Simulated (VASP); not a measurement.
# Si (Pm-3n) in VASP: density of states with PBE

Aim: the density of states of Si with PBE.

All numbers are computed with VASP 6.6.1; they aren't measurements. Logs are shortened: lines on timing, memory, paths and dates and some standing lists are left out, and cuts for length are marked.

### 1 Starting point

The structure is cubic, space group Pm-3n (No. 223). Conventional cell: a = 4.660 Å, b = 4.660 Å, c = 4.660 Å, α = 90.00°, β = 90.00°, γ = 90.00°. Si (site symmetry -4m2) has 2 Si at 2.33 Å as nearest neighbours.

The cell was built by a generator and needn't be a form met in nature.

### 2 Density of states, PBE

POSCAR

```
Si
1.0
    4.6604301138      0.0000000000      0.0000000000
    0.0000000000      4.6604301138      0.0000000000
    0.0000000000      0.0000000000      4.6604301138
Si
6
Direct
    0.2500000000      0.5000000000      0.0000000000
    0.7500000000      0.5000000000      0.0000000000
    0.0000000000      0.2500000000      0.5000000000
    0.0000000000      0.7500000000      0.5000000000
    0.5000000000      0.0000000000      0.2500000000
    0.5000000000      0.0000000000      0.7500000000
```

INCAR.step1

```
SYSTEM = Si
PREC = Accurate
ENCUT = 520
EDIFF = 1E-6
ISMEAR = 0
SIGMA = 0.1
LREAL = .False.
LASPH = .True.
NELM = 60
ALGO = Normal
ISIF = 2
LWAVE = .False.
LCHARG = .True.
GGA = PE
NBANDS = 21
```

KPOINTS.step1

```
regular mesh
0
Gamma
  8 8 8
  0 0 0
```

INCAR.step2

```
SYSTEM = Si
PREC = Accurate
ENCUT = 520
EDIFF = 1E-6
ISMEAR = -5
SIGMA = 0.1
LREAL = .False.
LASPH = .True.
NELM = 60
ALGO = Normal
ISIF = 2
LWAVE = .False.
LCHARG = .False.
GGA = PE
LORBIT = 11
NBANDS = 21
NEDOS = 1001
ICHARG = 11
```

KPOINTS.step2

```
regular mesh
0
Gamma
  12 12 12
  0 0 0
```

Potentials or basis: VASP PAW PBE potentials, release 64 (Si).

Command:

```bash
$ cat potpaw_PBE.64/Si/POTCAR > POTCAR
$ cp INCAR.step1 INCAR
$ cp KPOINTS.step1 KPOINTS
$ mpirun -np 1 vasp_std > vasp.out
$ cp INCAR.step2 INCAR
$ cp KPOINTS.step2 KPOINTS
$ mpirun -np 1 vasp_std > vasp.out
```

OUTCAR:

```text
SYSTEM = Si
   PREC = Accurate
   ENCUT = 520
   EDIFF = 1E-6
   ISMEAR = -5
   LREAL = .False.
   LASPH = .True.
   NELM = 60
   ISIF = 2
   GGA = PE
   LORBIT = 11
   ICHARG = 11

 ion  position               nearest neighbor table
   1  0.250  0.500  0.000-   2 2.33   2 2.33   4 2.85   3 2.85   4 2.85   3 2.85   6 2.85   5 2.85
                             6 2.85   5 2.85
   2  0.750  0.500  0.000-   1 2.33   1 2.33   4 2.85   3 2.85   4 2.85   3 2.85   6 2.85   5 2.85
                             6 2.85   5 2.85
   3  0.000  0.250  0.500-   4 2.33   4 2.33   1 2.85   1 2.85   2 2.85   2 2.85   6 2.85   5 2.85
                             5 2.85   6 2.85
   4  0.000  0.750  0.500-   3 2.33   3 2.33   1 2.85   1 2.85   2 2.85   2 2.85   6 2.85   5 2.85
                             5 2.85   6 2.85
   5  0.500  0.000  0.250-   6 2.33   6 2.33   3 2.85   4 2.85   1 2.85   2 2.85   1 2.85   2 2.85
                             3 2.85   4 2.85
   6  0.500  0.000  0.750-   5 2.33   5 2.33   3 2.85   4 2.85   1 2.85   2 2.85   1 2.85   2 2.85
                             3 2.85   4 2.85

  LATTYP: Found a simple cubic cell.
 ALAT       =     4.6604301138

  Lattice vectors:

 A1 = (   4.6604301138,   0.0000000000,   0.0000000000)
 A2 = (   0.0000000000,   4.6604301138,   0.0000000000)
 A3 = (   0.0000000000,   0.0000000000,   4.6604301138)

Analysis of symmetry for initial positions (statically):
=====================================================================
 Subroutine PRICEL returns:
 Original cell was already a primitive cell.

 Routine SETGRP: Setting up the symmetry group for a
 simple cubic supercell.

 Subroutine GETGRP returns: Found 48 space group operations
 (whereof 24 operations were pure point group operations)
 out of a pool of 48 trial point group operations.

The static configuration has the point symmetry T_h .
 The point group associated with its full space group is O_h .

Analysis of symmetry for dynamics (positions and initial velocities):
=====================================================================
 Subroutine PRICEL returns:
 Original cell was already a primitive cell.

 Routine SETGRP: Setting up the symmetry group for a
 simple cubic supercell.

 Subroutine GETGRP returns: Found 48 space group operations
 (whereof 24 operations were pure point group operations)
 out of a pool of 48 trial point group operations.

The dynamic configuration has the point symmetry T_h .
 The point group associated with its full space group is O_h .

 Subroutine INISYM returns: Found 48 space group operations
 (whereof 24 operations are pure point group operations),
 and found     1 'primitive' translations

----------------------------------------------------------------------------------------

                                     Primitive cell

  volume of cell :     101.2227

  direct lattice vectors                    reciprocal lattice vectors
     4.660430114  0.000000000  0.000000000     0.214572470  0.000000000  0.000000000
     0.000000000  4.660430114  0.000000000     0.000000000  0.214572470  0.000000000
     0.000000000  0.000000000  4.660430114     0.000000000  0.000000000  0.214572470

  length of vectors
     4.660430114  4.660430114  4.660430114     0.214572470  0.214572470  0.214572470

  position of ions in fractional coordinates (direct lattice)
     0.250000000  0.500000000  0.000000000
     0.750000000  0.500000000  0.000000000
     0.000000000  0.250000000  0.500000000
     0.000000000  0.750000000  0.500000000
     0.500000000  0.000000000  0.250000000
     0.500000000  0.000000000  0.750000000

  ion indices of the primitive-cell ions
   primitive index   ion index
                 1           1
                 2           2
                 3           3
                 4           4
                 5           5
                 6           6

----------------------------------------------------------------------------------------

 KPOINTS: regular mesh

Automatic generation of k-mesh.
 Grid dimensions read from file:
 generate k-points for:   12   12   12

 Generating k-lattice:

  Cartesian coordinates                     Fractional coordinates (reciprocal lattice)
     0.017881039  0.000000000  0.000000000     0.083333333  0.000000000  0.000000000
     0.000000000  0.017881039  0.000000000     0.000000000  0.083333333  0.000000000
     0.000000000  0.000000000  0.017881039     0.000000000  0.000000000  0.083333333

  Length of vectors
     0.017881039  0.017881039  0.017881039

  Shift w.r.t. Gamma in fractional coordinates (k-lattice)
     0.000000000  0.000000000  0.000000000

 TETIRR: Found    854 inequivalent tetrahedra from    10368

 Subroutine IBZKPT returns following result:
 ===========================================

 Found     84 irreducible k-points:

 Following reciprocal coordinates:
            Coordinates               Weight
  0.000000  0.000000  0.000000      1.000000
  0.083333  0.000000  0.000000      6.000000
  0.166667  0.000000  0.000000      6.000000
  0.250000  0.000000  0.000000      6.000000
  0.333333  0.000000  0.000000      6.000000
  0.416667  0.000000  0.000000      6.000000
[... 16 lines left out ...]
  0.333333  0.333333  0.000000     12.000000
  0.416667  0.333333  0.000000     24.000000
 [... further k-points ...]
   k-points           NKPTS =     84   k-points in BZ     NKDIM =     84   number of bands    NBANDS=     21
   number of dos      NEDOS =   1001   number of ions     NIONS =      6
   total plane-waves  NPLWV =  46656
   dimension x,y,z NGX =    36 NGY =   36 NGZ =   36
   dimension x,y,z NGXF=    72 NGYF=   72 NGZF=   72
   ions per type =               6
   NGX,Y,Z   is equivalent  to a cutoff of  12.84, 12.84, 12.84 a.u.
   NGXF,Y,Z  is equivalent  to a cutoff of  25.68, 25.68, 25.68 a.u.
 SYSTEM =  Si
   PREC   = accura    normal or accurate (medium, high low for compatibility)
   ISTART =      0    job   : 0-new  1-cont  2-samecut
   ICHARG =     11    charge: 1-file 2-atom 10-const
   ISPIN  =      1    spin polarized calculation?
   LNONCOLLINEAR =      F non collinear calculations
   LSORBIT =      F    spin-orbit coupling
   LASPH  =      T    aspherical Exc in radial PAW
   ENCUT  =  520.0 eV  38.22 Ry    6.18 a.u.   8.67  8.67  8.67*2*pi/ulx,y,z
   NELM   =     60;   NELMIN=  2; NELMDL=  0     # of ELM steps
   EDIFF  = 0.1E-05   stopping-criterion for ELM
   LREAL  =      F    real-space projection
   EDIFFG = 0.1E-04   stopping-criterion for IOM
   NSW    =      0    number of steps for IOM
   IBRION =     -1    ionic relax: 0-MD 1-quasi-New 2-CG
   NFREE  =      0    steps in history (QN), initial steepest desc. (CG)
   ISIF   =      2    stress and relaxation
   ISYM   =      2    0-nonsym 1-usesym 2-fastsym
   POTIM  = 0.5000    time-step for ionic-motion
   TEBEG  =    0.0;   TEEND  =   0.0 temperature during run
   PSTRESS=    0.0 pullay stress
   NELECT =      24.0000    total number of electrons
   NUPDOWN=      -1.0000    fix difference up-down
   EMIN   =  10.00;   EMAX   =-10.00  energy-range for DOS
   EFERMI =   0.00;   METHOD = LEGACY
   ISMEAR =    -5;   SIGMA  =   0.10  broadening in eV -4-tet -1-fermi 0-gaus
   EFERMI_NEDOS =   21; number of points for ismear=-14 and -15
   IALGO  =     38    algorithm
   IMIX   =      4    mixing-type and parameters
     AMIX     =   0.40;   BMIX     =  1.00
     AMIX_MAG =   1.60;   BMIX_MAG =  1.00
  volume/ion in A,a.u.               =      16.87       113.85
  Fermi-wavevector in a.u.,A,eV,Ry     =   1.013256  1.914776 13.968938  1.026688
  Thomas-Fermi vector in A             =   2.146414
   LORBIT       =     11    0 simple, 1 ext, 2 COOP (PROOUT), +10 PAW based schemes
   GGA     = PE    functional components
   LHFCALC =     F    Hartree Fock is set to
   AEXX    =    0.0000 exact exchange contribution
   IVDW    =     0    specifies the selected vdW correction
   LEPSILON=     F    determine dielectric tensor
   LRPA    =     F    only Hartree local field effects (RPA)
 non-spin polarized calculation
 Fermi weights with tetrahedron method with Bloechl corrections
  energy-cutoff  :      520.00
  volume of cell :      101.22
 maximum number of plane-waves:      2800
 NGX is ok and might be reduce to    36

 number of electron      23.9999996 magnetization

 Free energy of the ion-electron system (eV)
  ---------------------------------------------------
  ext. energy  EPLUGINS =         0.00000000
  ---------------------------------------------------
  free energy    TOTEN  =       -28.71819482 eV

  energy without entropy =      -28.71819482  energy(sigma->0) =      -28.71819482

 E-fermi :   8.0978     XC(G=0): -10.3795

 val. band max:        8.3026158579   @ k =   0.5000   0.0000   0.0000
 cond. band min:       7.9326883547   @ k =   0.5000   0.1667   0.0000
 fundamental gap:     -0.3699275032
 Fermi energy:         8.0977960188

 k-point     1 :       0.0000    0.0000    0.0000
  band No.  band energies     occupation
      1      -5.4222      2.00000
      2      -0.5685      2.00000
      3      -0.5685      2.00000
      4       1.7193      2.00000
      5       1.7193      2.00000
      6       1.7193      2.00000
[... 13 lines left out ...]
     20      13.5089      0.00000
     21      13.5987      0.00000

 k-point     2 :       0.0833    0.0000    0.0000
  band No.  band energies     occupation
      1      -5.3784      2.00000
      2      -0.8326      2.00000
      3      -0.5237      2.00000
      4       1.7628      2.00000
      5       1.7628      2.00000
      6       1.9196      2.00000
[... 520 lines left out ...]
 k-point    24 :       0.4167    0.3333    0.0000
  band No.  band energies     occupation
      1      -3.6832      2.00000
      2      -2.8066      2.00000
      3      -1.2874      2.00000
      4      -0.3940      2.00000
      5       2.5852      2.00000
      6       3.1339      2.00000
[... 13 lines left out ...]
     20      13.5017      0.00000
     21      14.4239      0.00000

 [... further k-points ...]

------------------------ aborting loop because EDIFF is reached ----------------------------------------

  FORCE on cell =-STRESS in cart. coord.  units (eV):
  Direction    XX          YY          ZZ          XY          YZ          ZX
  --------------------------------------------------------------------------------------
  -------------------------------------------------------------------------------------
  Total        0.0501411      0.0501411      0.0501411      0.0000000      0.0000000      0.0000000
  in kB        0.7936452      0.7936452      0.7936452      0.0000000      0.0000000      0.0000000
  external PRESSURE =       0.7936452 kB  Pullay stress =       0.0000000 kB

 VOLUME and BASIS-vectors are now :
 -----------------------------------------------------------------------------
  energy-cutoff  :      520.00
  volume of cell :      101.22
      direct lattice vectors                 reciprocal lattice vectors
     4.660430114  0.000000000  0.000000000     0.214572470  0.000000000  0.000000000
     0.000000000  4.660430114  0.000000000     0.000000000  0.214572470  0.000000000
     0.000000000  0.000000000  4.660430114     0.000000000  0.000000000  0.214572470

 POSITION                                       TOTAL-FORCE (eV/Angst)
 -----------------------------------------------------------------------------------
      1.16511      2.33022      0.00000        -0.000000      0.000000     -0.000000
      3.49532      2.33022      0.00000         0.000000     -0.000000      0.000000
      0.00000      1.16511      2.33022         0.000000     -0.000000     -0.000000
      0.00000      3.49532      2.33022         0.000000     -0.000000      0.000000
      2.33022      0.00000      1.16511        -0.000000     -0.000000      0.000000
      2.33022      0.00000      3.49532         0.000000     -0.000000     -0.000000
 -----------------------------------------------------------------------------------
    total drift:                               -0.000000     -0.000000     -0.000000

  FREE ENERGIE OF THE ION-ELECTRON SYSTEM (eV)
  ---------------------------------------------------
  free  energy   TOTEN  =       -28.7181948155 eV

  energy  without entropy=      -28.7181948155  energy(sigma->0) =      -28.71819482

 total charge

# of ion       s       p       d       tot
------------------------------------------
    1        0.822   0.757   0.000   1.579
    2        0.822   0.757   0.000   1.579
    3        0.822   0.757   0.000   1.579
    4        0.822   0.757   0.000   1.579
    5        0.822   0.757   0.000   1.579
    6        0.822   0.757   0.000   1.579
--------------------------------------------------
tot          4.933   4.544   0.000   9.476
```

Run time: 57 s. Hardware: 1 thread of Intel Xeon 6975P-C (Granite Rapids), shared host; peak memory 0.26 GiB.

What came out:

- Valence electrons inside the program's atomic spheres: Si 1.58

Levels at points of the mesh, in eV from the Fermi level:
```
           k point  band 8  band 9  band 10  band 11  band 12  band 13  band 14  band 15  band 16  band 17
(0.00, 0.00, 0.00)   -3.24   -3.24    -1.23    -1.23    -1.23    -0.02    -0.02    -0.02     1.56     1.56
(0.50, 0.00, 0.00)   -4.73   -4.42    -4.42     0.20     0.20     1.52     1.52     1.62     1.62     1.81
(0.50, 0.50, 0.00)   -3.67   -2.40    -2.40    -2.13    -2.13     1.75     1.79     2.09     2.09     3.61
(0.50, 0.50, 0.50)   -5.49    2.55     2.55     2.55     2.55     2.55     2.55     3.39     3.39     3.39
```

States per cell in windows of 1 eV (zero at the Fermi level; states under -8 eV left out):
```csv
from (eV),total,Si1_p,Si2_p,Si3_p,Si4_p,Si5_p,Si6_p
-8.0,1.35,0.04,0.04,0.04,0.04,0.04,0.04
-7.0,1.88,0.06,0.06,0.06,0.06,0.06,0.06
-6.0,2.00,0.08,0.08,0.08,0.08,0.08,0.08
-5.0,1.83,0.06,0.06,0.06,0.06,0.06,0.06
-4.0,2.53,0.10,0.10,0.10,0.10,0.10,0.10
-3.0,2.71,0.12,0.12,0.12,0.12,0.12,0.12
-2.0,2.63,0.12,0.12,0.12,0.12,0.12,0.12
-1.0,2.16,0.10,0.10,0.10,0.10,0.10,0.10
0.0,3.15,0.14,0.14,0.14,0.14,0.14,0.14
1.0,2.57,0.11,0.11,0.11,0.11,0.11,0.11
2.0,3.26,0.15,0.15,0.15,0.15,0.15,0.15
3.0,3.03,0.15,0.15,0.15,0.15,0.15,0.15
4.0,3.46,0.17,0.17,0.17,0.17,0.17,0.17
5.0,2.40,0.13,0.13,0.13,0.13,0.13,0.13
6.0,0.20,0.01,0.01,0.01,0.01,0.01,0.01
7.0,0.00,0.00,0.00,0.00,0.00,0.00,0.00
```

Caveat: tetrahedron occupations give inexact forces and stress in metals.
